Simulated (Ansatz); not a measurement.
Write the native input for Ansatz 0.2.0 that does the following.

```
Task                : band structure
Functional          : PBEsol
Potentials or basis : all-electron LAPW, relativistic spinors
Cutoff              : 257 eV (chosen from the basis error)
Basis error allowed : 0.001 eV/atom
k mesh              : 5 × 5 × 5
Occupations         : fermi-dirac, width 0.05 eV
Spin                : spin-orbit coupling, no magnetisation
```

Sn:

```
Sn
1.0
     0.00000    3.23334    3.23334
     3.23334    0.00000    3.23334
     3.23334    3.23334    0.00000
Sn
2
Direct
  0.75000 0.75000 0.75000
  0.50000 0.50000 0.50000
```

This isn't the form of Sn at room conditions, which is tetragonal (white tin).

The input as run:

input.yaml

```yaml
crystal:
  lattice:
    - [0.0, 3.2333428, 3.2333428]
    - [3.2333428, 0.0, 3.2333428]
    - [3.2333428, 3.2333428, 0.0]
  atoms:
    - { symbol: Sn, position: [0.75, 0.75, 0.75] }
    - { symbol: Sn, position: [0.5, 0.5, 0.5] }
kpoints:
  mp_grid: { grid: [5, 5, 5] }
  band_path:
    path:
      - [0.0, 0.0, 0.0]
      - [0.5, 0.0, 0.5]
      - [0.5, 0.25, 0.75]
      - [0.375, 0.375, 0.75]
      - [0.0, 0.0, 0.0]
      - [0.5, 0.5, 0.5]
      - [0.625, 0.25, 0.625]
      - [0.5, 0.25, 0.75]
    npoints: 8
scf:
  occupations: { method: fermi_dirac, width: 0.05 }
hamiltonian:
  xc: pbesol
  pseudopotentials: { kind: all_electron, lapw: { basis_error: 0.001 } }
magnetization:
  noncollinear: true
  spin_orbit: true
output:
  forces: true
  stress: true
  eigenvalues: true
```

Potentials or basis: all-electron LAPW, relativistic spinors.

The run is started by

```console
$ ansatz run input.yaml --threads 1 --pin off --max-ram 3072MiB --backend cpu --events-out ev --progress --plain --runs-dir out
```

It gave:

| Property | Result |
| --- | --- |
| Pressure | 1.6 GPa |
| Band gap along the path | none (metal or under the smearing width) |

Caveat: the k mesh is thin for a metal, which can move the energy by tens of meV per atom.

It took 82 s on 1 thread of Arm Neoverse V1, on a shared host, peak memory 0.45 GiB.
